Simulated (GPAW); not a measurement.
Crystal: KCl (Sylvite).

```xyz
2
Lattice="0.0000 3.1465 3.1465 3.1465 0.0000 3.1465 3.1465 3.1465 0.0000" Properties=species:S:1:pos:R:3 pbc="T T T"
K     0.0000    0.0000    0.0000
Cl    3.1465    3.1465    3.1465
```

Base run:

| Quantity | Value |
| --- | --- |
| Program | GPAW 26.7.0 |
| Functional | vdW-DF |
| Potentials or basis | GPAW PAW data sets (gpaw-data 1.2.1) |
| Cutoff | 600 eV |
| Basis | pw |
| k mesh | 7 × 7 × 7 |
| Occupations | fermi-dirac, width 0.05 eV |
| Spin | no spin polarisation |

Its results: band gap on the k mesh 5.33 eV, direct.

Q: The run is repeated on the same cell with these changes: functional from vdW-DF to HSE06; cutoff from 600 eV to 450 eV; k mesh from 7 × 7 × 7 to 3 × 3 × 3. What comes out?

A: Band gap on the k mesh 6.47 eV, direct.

Several settings changed at once, so the effect can't be laid on one alone.

Caveats: some runs use coarse meshes; exact exchange converges slowly with the k mesh, and this mesh is small (some runs).
